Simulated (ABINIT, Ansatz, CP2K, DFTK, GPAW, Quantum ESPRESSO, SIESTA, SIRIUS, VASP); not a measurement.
CsPbCl3: programs and potentials compared

```
Pb Cs Cl
1.0
     5.60500    0.00000    0.00000
     0.00000    5.60500    0.00000
     0.00000    0.00000    5.60500
Pb Cs Cl
1 1 3
Direct
  0.50000 0.50000 0.50000
  0.00000 0.00000 0.00000
  0.50000 0.00000 0.50000
  0.00000 0.50000 0.50000
  0.50000 0.50000 0.00000
```

Alike in all runs: task single point; functional PBEsol; k mesh 5 × 5 × 5; occupations fermi-dirac, width 0.05 eV; no spin polarisation; no spin-orbit coupling. Pressure is positive in compression and, in plane waves, holds the error of the finite cutoff, which Ansatz's Pulay term estimates and takes out.

```
                                                                                                           program and potentials  plane-wave cutoff (eV)                                                                                           notes  pressure (GPa)
                                                                                                               Ansatz, Ansatz PAW                     420  potentials made for PBE, which Ansatz adapts in part; 8.8 valence electrons an atom on average            0.14
                                       CP2K, POTENTIAL_UZH Pb GTH-PBE-q4, Cs GTH-PBE-q9, Cl GTH-PBE-q7; TZVP-MOLOPT-PBE-GTH basis                       -                 atomic basis; potentials made for PBE; 6.8 valence electrons an atom on average            1.05
                                                                                   Ansatz, all-electron LAPW, scalar-relativistic                       -                                                                                               -            0.15
                                                                                      VASP, PBE PAW files Cl, Cs_sv, Pb_d, 520 eV                     520                               potentials made for PBE; 8.8 valence electrons an atom on average            0.11
                                                                   SIRIUS, PseudoDojo 0.4.1 PBEsol standard (scalar relativistic)                     807                                                        8.8 valence electrons an atom on average            0.16
                                                                                  ABINIT, PseudoDojo NC SR PBEsol v0.4.1 standard                     789                                                        8.8 valence electrons an atom on average            0.15
                                                                               DFTK, PseudoDojo SR PBEsol 0.4.1 standard (PBEsol)                     925                                                        8.8 valence electrons an atom on average            0.17
                                                                                GPAW, PAW data sets generated for this functional                     600                                                        8.8 valence electrons an atom on average            0.02
SIESTA, files PseudoDojo sr-pbesol-0.4.1-standard, DZP (energy shift 0.003 Ry; two zetas on semicore shells; d shell added on Cs)                       -                                          atomic basis; 8.8 valence electrons an atom on average            0.50
                                                                                                Quantum ESPRESSO, GBRV 1.5 PBEsol                     612                                                        8.8 valence electrons an atom on average            0.05
```

The pressure spans 0.02 (GPAW, PAW data sets generated for this functional) to 1.05 GPa (CP2K, POTENTIAL_UZH Pb GTH-PBE-q4, Cs GTH-PBE-q9, Cl GTH-PBE-q7; TZVP-MOLOPT-PBE-GTH basis), with all-electron results at 0.15. Rows in atomic bases carry the error of their basis and grid, which can be large.

Differences between rows come from potentials, basis sets and numerical settings, since the functional is the same but for its coding. Runs on potential files found faulty are left out.
